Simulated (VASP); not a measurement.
Runs of VASP 6.6.1 on HfN. It takes space group P6/mmm (No. 191, hexagonal). The conventional cell has a = 3.433 Å, b = 3.433 Å, c = 3.970 Å, α = 90.00°, β = 90.00°, γ = 120.00°. Hf (site symmetry 6/mmm) has 2 N at 1.98 Å as nearest neighbours. Around N (site symmetry 6/mmm) lie 2 Hf at 1.98 Å. The cell was built by a generator and needn't be a form met in nature.

```tsv
share of exact exchange	gap on the mesh (eV)	pressure (GPa)
0.3	none	2.9
0.4	none	(a)
0.2	none	-1.6
0.15	none	-1.6
0.5	none	1.3
0.25	none	-1.3
```

Alike in all rows: task single point; level HSE(alpha, omega); potentials or basis VASP PAW PBE potentials, release 64 (Hf_pv, N); no spin polarisation; cell as given; k mesh 5 × 5 × 4; cutoff (eV) 520; smearing fermi-dirac 0.05 eV; the mesh is coarse, so values aren't converged.

Estimate the missing entries.

(a) 2.2.

Caveats: all runs use coarse meshes; the PAW data sets were made with another functional, which shifts forces and pressure a little.

A k mesh can miss the band edges, and the runs leave out spin-orbit coupling on Hf.

A gap of «none» marks a metal or a gap under the smearing width.
